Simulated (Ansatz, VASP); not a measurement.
## One calculation of BiTe, two programs

INCAR

```
  PREC = Accurate
  ENCUT = 520
  EDIFF = 1E-7
  ISMEAR = -1
  SIGMA = 0.1
  LREAL = F
  LASPH = T
  NELM = 100
  ALGO = Normal
  ISIF = 2
  LWAVE = F
  LCHARG = T
  GGA = PE
  LELF = T
  LVHAR = T
  NBANDS = 18
```

Contents of KPOINTS:

```
Automatic mesh
0
Gamma
  6 6 6
```

File POSCAR:

```
BiTe
1.0
    0.0000000000      3.2350000000      3.2350000000
    3.2350000000      0.0000000000      3.2350000000
    3.2350000000      3.2350000000      0.0000000000
Bi Te
1 1
Direct
    0.0000000000      0.0000000000      0.0000000000
    0.5000000000      0.5000000000      0.5000000000
```

Input for Ansatz:

```yaml
crystal:
  lattice:
    - [0.0, 3.235, 3.235]
    - [3.235, 0.0, 3.235]
    - [3.235, 3.235, 0.0]
  atoms:
    - { symbol: Bi, position: [0.0, 0.0, 0.0] }
    - { symbol: Te, position: [0.5, 0.5, 0.5] }
basis:
  ecutwfc: 435.382179935808
kpoints:
  mp_grid:
    grid: [6, 6, 6]
hamiltonian:
  xc: pbe
scf:
  convergence:
    dr2_threshold: 1.0e-08
  occupations:
    method: fermi_dirac
    width: 0.1
output:
  stress: true
```

Alike in both runs: task single point; functional PBE; k mesh 6 × 6 × 6; occupations fermi-dirac, width 0.1 eV; no spin polarisation.

```csv
,VASP,Ansatz
version,VASP 6.6.1,Ansatz 0.2.0
potentials or method,"VASP PAW PBE potentials, release 64 (Bi_d, Te)","plane waves, PAW"
plane-wave cutoff (eV),520,435
valence electrons in the cell,21,31
```

```csv
,VASP,Ansatz,Ansatz less VASP
pressure (GPa),0.8,0.9,+0.05
```

With one functional, cell and mesh, what is left measures potentials, basis and numerics. The two sets of potentials don't hold the same shells in valence. Ansatz warned: «stress_scf_threshold_loose».
